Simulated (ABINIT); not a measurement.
Nb:

```xyz
1
Lattice="-1.6640 1.6640 1.6640 1.6640 -1.6640 1.6640 1.6640 1.6640 -1.6640" Properties=species:S:1:pos:R:3 pbc="T T T"
Nb    0.0000    0.0000    0.0000
```

```yaml
Program: ABINIT 10.8.3 (patched build)
Task: relaxation of cell and atoms
Functional: PBEsol
Potentials_or_basis: PseudoDojo NC SR PBEsol v0.4.1 standard
Cutoff: 1116 eV
k_mesh: 8 × 8 × 8
Occupations: fermi-dirac, width 0.05 eV
Spin: no spin polarisation
```

At the start: pressure -8.0 GPa; volume 18.43 Å³/atom.

Where does the relaxation end?

Over 4 steps the energy falls by 21.4 meV/atom and the volume is 17.60 Å³/atom (-4.5 %); space group Im-3m (No. 229, to 0.05 Å).

Step by step:
| step | energy change (eV) | largest force (eV/Å) | pressure (GPa) | volume (Å³) |
| --- | --- | --- | --- | --- |
| 1 | 0.0000 | 0.0000 | -7.97 | 18.43 |
| 2 | -0.0166 | 0.0000 | -3.91 | 17.98 |
| 3 | -0.0214 | 0.0000 | 0.21 | 17.58 |
| 4 | -0.0214 | 0.0000 | 0.00 | 17.60 |

Final structure:
```
Nb
1.0
    -1.63861    1.63861    1.63861
     1.63861   -1.63861    1.63861
     1.63861    1.63861   -1.63861
Nb
1
Direct
  0.00000 0.00000 0.00000
```
